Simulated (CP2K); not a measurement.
**O under changes of volume**

One of the cells (17.288 Å³/atom); the others are scaled copies at fixed shape and fractional positions:

```xyz
2
Lattice="3.3006 0.0000 0.0000 1.6260 2.8723 0.0000 -2.0686 -1.2060 3.6471" Properties=species:S:1:pos:R:3 pbc="T T T"
O     3.0545    1.7808    3.0797
O    -0.1964   -0.1145    0.5674
```

| Quantity | Value |
| --- | --- |
| Program | CP2K 2026.2 |
| Functional | PBE |
| Potentials or basis | POTENTIAL_UZH O GTH-PBE-q6; TZVP-MOLOPT-PBE-GTH basis |
| Density cutoff | 8163 eV |
| k mesh | 10 × 10 × 7 |
| Occupations | fermi-dirac, width 0.05 eV |
| Spin | no spin polarisation |

| volume (Å³/atom) | energy over the lowest point (meV/atom) | pressure (GPa) | largest force (eV/Å) |
| --- | --- | --- | --- |
| 16.251 | ? | ? | ? |
| 16.596 | 3.75 | 2.4 | 2.095 |
| 16.942 | 0.56 | 1.1 | 1.457 |
| 17.288 | 0.00 | -0.1 | 0.863 |
| 17.634 | 1.79 | -1.1 | 0.327 |
| 17.979 | 5.74 | -2.1 | 0.289 |
| 18.325 | 11.64 | -2.9 | 0.750 |

Question: What does the run at 16.251 Å³/atom give?

Answer: Energy over the lowest point 9.93 meV/atom; pressure 3.8 GPa; largest force 2.786 eV/Å.

Worked out: A Birch-Murnaghan fit of order 3 (a polynomial in V^(-2/3)) to the other rows has its minimum at 17.19 Å³/atom with B0 = V·E''(V) = 56 GPa and B' = 3.8 at fixed shape and positions, which overstates the stiffness. It gives 9.80 meV/atom at 16.251 Å³/atom, against the run's 9.93, and -dE/dV = 3.5 GPa, against 3.8.

Energies are extrapolated to zero smearing.

Caveats: spin is off for a triplet molecule; the basis of atomic orbitals isn't converged, which shifts pressures, moduli and gaps; forces of over 1 eV/Å show positions far from the minimum, so gaps and moduli don't describe the material at rest (some runs).
